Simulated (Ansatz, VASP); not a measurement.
This is a calculation of Zr (Zirconium) for Ansatz 0.2.0. 

input.yaml

```yaml
crystal:
  lattice:
    - [3.4815664591, 0.0, 0.0]
    - [-1.7407832295, 3.0151249985, 0.0]
    - [0.0, 0.0, 5.5444376748]
  atoms:
    - { symbol: Zr, position: [0.6666666667, 0.3333333333, 0.75] }
    - { symbol: Zr, position: [0.3333333333, 0.6666666667, 0.25] }
hamiltonian:
  xc: lda
  pseudopotentials: { kind: paw }
kpoints:
  mp_grid: { grid: [9, 9, 5] }
scf:
  occupations: { method: methfessel_paxton, width: 0.1 }
output:
  forces: true
  stress: true
  eigenvalues: true
  write_density: true
  write_potential: true
  elf: true
  volumetric_format: npy
relax:
  f_tol: 0.01
  max_steps: 40
```

Potentials or basis: Ansatz PAW.

Run with:

```console
$ ansatz run input.yaml --threads 1 --pin off --max-ram 3584MiB --backend cpu --events-out ev --progress --plain --runs-dir out
```

Q: Translate it to VASP 6.6.1. Potentials or basis there: LDA PAW files Zr_sv, 520 eV.

A: As run (cutoffs and basis follow the program's own potentials, and thresholds, step limits or extra output files can differ):

File INCAR:

```
SYSTEM = Zr
  PREC = Accurate
  ENCUT = 520
  EDIFF = 1E-6
  ISMEAR = 1
  SIGMA = 0.1
  LREAL = .False.
  LASPH = .True.
  NELM = 80
  ALGO = Normal
  ISIF = 2
  LWAVE = .False.
  LCHARG = .False.
  GGA = CA
  IBRION = 2
  NSW = 60
  EDIFFG = -0.005
```

Contents of KPOINTS:

```
Automatic mesh
0
Gamma
  9 9 5
  0 0 0
```

The input POSCAR:

```
Zr
1.0
    3.4815664591      0.0000000000      0.0000000000
   -1.7407832295      3.0151249985      0.0000000000
    0.0000000000      0.0000000000      5.5444376748
Zr
2
Cartesian
    1.7407832297      1.0050416661      4.1583282561
   -0.0000000001      2.0100833324      1.3861094187
```

Potentials or basis: VASP PAW LDA potentials, release 64 (Zr_sv).

Launch:

```bash
$ cat potpaw_LDA.64/Zr_sv/POTCAR > POTCAR
$ mpirun -np 1 vasp_std > vasp.out
```

Both were run:

|  | Ansatz | VASP |
| --- | --- | --- |
| Pressure after relaxing | -18.4 GPa | -18.4 GPa |

Ansatz's pressure holds a Pulay term of +0.01 GPa for its cutoff of 420 eV, which the other run lacks.

Ansatz's potentials were made for PBE.

Where Ansatz's input types no cutoff or centring, it takes its own default and a Γ-centred mesh.

The two programs' LDA may be different fits to the electron gas.

The cell lies far from this level's equilibrium.

Pressure is positive in compression.
